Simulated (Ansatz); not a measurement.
Ba:

```xyz
1
Lattice="-2.5065 2.5065 2.5065 2.5065 -2.5065 2.5065 2.5065 2.5065 -2.5065" Properties=species:S:1:pos:R:3 pbc="T T T"
Ba    0.0000    0.0000    0.0000
```

```yaml
Program: Ansatz 0.2.0
Task: single point
Functional: PBE
Potentials_or_basis: Ansatz PAW
Cutoff: "420 eV (not typed: the program's choice for these potentials)"
k_mesh: 8 × 8 × 8
Occupations: fermi-dirac, width 0.05 eV
Spin: no spin polarisation
```

On this cell: pressure 0.0 GPa; band gap on the k mesh none (metal or under the smearing width).

The same run follows on a disturbed copy (cell strained at random at fixed volume):

```
Ba
1.0
    -2.47176    2.47765    2.44851
     2.56531   -2.52802    2.59244
     2.45066    2.50692   -2.49889
Ba
1
Direct
  0.99892 0.00475 0.98853
```

Question: What changes?

Answer: The energy (extrapolated to zero smearing) moves by +4.1 meV/atom; pressure 0.0 GPa; band gap on the k mesh none (metal or under the smearing width).

Stress tensor (GPa, compression positive):
```
-0.01  0.07 -0.41
 0.07  0.04  0.21
-0.41  0.21 -0.04
```
